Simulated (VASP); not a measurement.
The system is BP.

```xyz
2
Lattice="0.0000 2.2606 2.2606 2.2606 0.0000 2.2606 2.2606 2.2606 0.0000" Properties=species:S:1:pos:R:3 pbc="T T T"
B     0.0000    0.0000    0.0000
P     1.1303    1.1303    1.1303
```

Program: VASP 6.6.1. Alike in all runs: task band structure; no spin polarisation; cell as given; k mesh 10 × 10 × 10; cutoff (eV) 520; smearing gaussian 0.03 eV.

Order these runs on this cell by their band gap on the k mesh, lowest first.
A. level LDA; potentials or basis VASP PAW LDA potentials, release 64 (B, P); further INCAR settings ALGO = Fast; EDIFF = 1e-06
B. level r2SCAN; potentials or basis VASP PAW PBE potentials, release 64 (B, P); further INCAR settings ALGO = Normal; EDIFF = 1e-06
C. level TB-mBJ; potentials or basis VASP PAW PBE potentials, release 64 (B, P); further INCAR settings ALGO = Normal; EDIFF = 1e-06

A (1.17 eV), B (1.43 eV), C (2.07 eV).

Runs at the PBE level aren't shown here.
